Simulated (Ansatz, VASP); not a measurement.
## PbF2: VASP beside Ansatz

INCAR

```
PREC = Accurate
ENCUT = 520
EDIFF = 1E-6
ISMEAR = -1
SIGMA = 0.03
LREAL = False
LASPH = True
NELM = 100
ALGO = Normal
ISIF = 2
LWAVE = False
LCHARG = False
NBANDS = 21
```

The input KPOINTS:

```
regular mesh
0
Gamma
  7 7 7
```

File POSCAR:

```
PbF2
1.0
    0.0000000000      2.9499175202      2.9499175202
    2.9499175202      0.0000000000      2.9499175202
    2.9499175202      2.9499175202      0.0000000000
Pb F
1 2
Direct
    0.0000000000      0.0000000000      0.0000000000
    0.2500000000      0.2500000000      0.2500000000
    0.7500000000      0.7500000000      0.7500000000
```

Input for Ansatz:

```yaml
crystal:
  lattice:
    - [0.0, 2.9499175202, 2.9499175202]
    - [2.9499175202, 0.0, 2.9499175202]
    - [2.9499175202, 2.9499175202, 0.0]
  atoms:
    - { symbol: Pb, position: [0.0, 0.0, 0.0] }
    - { symbol: F, position: [0.25, 0.25, 0.25] }
    - { symbol: F, position: [0.75, 0.75, 0.75] }
kpoints:
  mp_grid: { grid: [7, 7, 7] }
  band_path:
    path:
      - [0.0, 0.0, 0.0]
      - [0.5, 0.0, 0.5]
      - [0.625, 0.25, 0.625]
      - [0.375, 0.375, 0.75]
      - [0.0, 0.0, 0.0]
      - [0.5, 0.5, 0.5]
      - [0.5, 0.25, 0.75]
      - [0.5, 0.0, 0.5]
    npoints: 5
scf:
  occupations: { method: fermi_dirac, width: 0.03 }
hamiltonian:
  xc: lda
  pseudopotentials: { kind: all_electron, lapw: { basis_error: 0.0005 } }
output:
  forces: true
  stress: true
  eigenvalues: true
```

Change from the starting cell: volume scaled by 0.98.

Alike in both runs: task single point; functional LDA; k mesh 7 × 7 × 7; occupations fermi-dirac, width 0.03 eV; no spin polarisation.

|  | VASP | Ansatz |
| --- | --- | --- |
| version | VASP 6.6.1 | Ansatz 0.2.0 |
| potentials or method | VASP PAW LDA potentials, release 64 (Pb_d, F) | all-electron LAPW, scalar-relativistic |
| plane-wave cutoff (eV) | 520 | see its input |

Ansatz gave:

- gap on the k mesh at the Fermi level (eV): 4.28
- pressure (GPa): -3.5

Task: Estimate VASP's values.

Result: gap on the k mesh at the Fermi level (eV): 4.25; pressure (GPa): -3.6.

Ansatz ran all-electron here, so the differences hold the error of VASP's frozen core and of both bases.

Caveats: spin-orbit coupling is left out, which as a rule narrows the gap of such compounds by several tenths of an eV; an odd mesh through Γ misses points on the zone boundary, where band edges often lie.
